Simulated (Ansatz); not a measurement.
MgB2: relaxation of cell and atoms with revPBE

Crystal: MgB2.

```
CELL_PARAMETERS angstrom
3.08500 0.00000 0.00000
-1.54250 2.67169 0.00000
0.00000 0.00000 3.52300
ATOMIC_POSITIONS crystal
Mg 0.00000 0.00000 0.00000
B 0.66667 0.33333 0.50000
B 0.33333 0.66667 0.50000
```

* Program: Ansatz 0.2.0
* Task: relaxation of cell and atoms
* Functional: revPBE
* Potentials or basis: Ansatz PAW
* Cutoff: 420 eV (not typed: the program's choice for these potentials)
* k mesh: 10 × 10 × 8
* Occupations: fermi-dirac, width 0.05 eV
* Spin: no spin polarisation

The relaxed volume is 9.80 Å³/atom. The relaxed cell is a = 3.096 Å, b = 3.096 Å, c = 3.541 Å, α = 90.00°, β = 90.00°, γ = 120.00°. The space group after relaxing (to 0.05 Å) is P6/mmm (No. 191), the energy gained by relaxing is 0.7 meV/atom and the ionic steps are 4. The pressure after relaxing is 0.0 GPa and the band gap on the k mesh is none (metal or under the smearing width).

The path:
| step | energy change (eV) | largest force (eV/Å) | volume (Å³) |
| --- | --- | --- | --- |
| 1 | 0.0000 | 0.0000 | 29.04 |
| 2 | -0.0015 | 0.0000 | 29.28 |
| 3 | -0.0016 | 0.0000 | 29.39 |
| 4 | -0.0020 | 0.0000 | 29.39 |

Final structure:
```
Mg B
1.0
     3.09588    0.00000    0.00000
    -1.54794    2.68111    0.00000
     0.00000    0.00000    3.54110
Mg B
1 2
Cartesian
  0.0000 0.0000 0.0000
  1.5479 0.8937 1.7706
  0.0000 1.7874 1.7706
```

Levels at points of the mesh, in eV from the Fermi level:
```
             k point  band 5  band 6  band 7  band 8  band 9  band 10  band 11  band 12
  (0.00, 0.00, 0.00)  -12.42   -2.96    0.33    0.33    1.58     6.24     6.24     7.88
 (0.00, 0.00, -0.50)  -11.16   -7.40    0.70    0.70    6.57     6.57     7.86     9.60
 (0.00, -0.50, 0.00)   -8.56   -7.82   -2.19    0.17    3.01     3.80     5.21     7.00
(0.00, -0.50, -0.50)   -7.62   -6.93   -3.56   -1.90   -1.30     5.56     8.71     8.83
```

Wall time 2.7 s on 2 threads of Arm Neoverse V2, with other jobs on the host, peak memory 0.31 GiB.

Caveat: the plane-wave basis is chosen anew once the cell has moved, so the energies of steps on either side of that aren't comparable; the PAW data sets come from PBE, with cores solved anew for the run's functional, which leaves a small shift of forces and pressure. revPBE gives volumes clearly too large for solids.
